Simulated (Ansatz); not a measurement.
# CoSi (zincblende type): a relaxation

Aim: a sound relaxation of CoSi (zincblende type). The structure is shown as the input types it.

Method: DFT, PBE, PAW with Ansatz's default frozen-core files, scalar-relativistic, in Ansatz 0.2.0.

1 further run of the same task is left out (it didn't finish).

### Step 1. The system as given

The structure is cubic, space group F-43m (No. 216). Conventional cell: a = 5.294 Å, b = 5.294 Å, c = 5.294 Å, α = 90.00°, β = 90.00°, γ = 90.00°. Co (site symmetry -43m) has 4 Si at 2.29 Å as nearest neighbours. Si (site symmetry -43m) has 4 Co at 2.29 Å as nearest neighbours.

Coordinates:

```
CELL_PARAMETERS angstrom
0.00000 2.64703 2.64703
2.64703 0.00000 2.64703
2.64703 2.64703 0.00000
ATOMIC_POSITIONS crystal
Co 0.00000 0.00000 0.00000
Si 0.25000 0.25000 0.25000
```

### Step 2. Running it

Input file input.yaml:

```yaml
crystal:
  lattice:
    - [0.0, 2.6470261364, 2.6470261364]
    - [2.6470261364, 0.0, 2.6470261364]
    - [2.6470261364, 2.6470261364, 0.0]
  atoms:
    - { symbol: Co, position: [0.0, 0.0, 0.0], spin: 1.7 }
    - { symbol: Si, position: [0.25, 0.25, 0.25] }
magnetization:
  spin_polarized: true
kpoints:
  mp_grid: { grid: [14, 14, 14] }
scf:
  occupations: { method: fermi_dirac, width: 0.08 }
  mixing_beta: 400
  max_iter: 80
hamiltonian:
  xc: pbe
  pseudopotentials: { kind: paw }
output:
  forces: true
  stress: true
relax:
  f_tol: 0.005
  max_steps: 40
  cell: {}
```

On the command line:

```sh
> ansatz run input.yaml --threads 1 --pin off --max-ram 3072MiB --backend cpu --events-out ev --progress --plain --runs-dir out
```

Q: Will this input give a usable result? If not, why, and what should change?

The program refused the input before any cycle. Its message: «line 15 column 3: unknown field `mixing_beta`, expected one of max_iter, algorithm, n_extra_bands, self_checks, convergence, ...»

Look at the input: scf.mixing_beta is 400; scf.max_iter is 80. The input holds a keyword that this program doesn't have at that place; such names come from other codes or other sections.

Remedy: delete scf.mixing_beta and scf.max_iter.
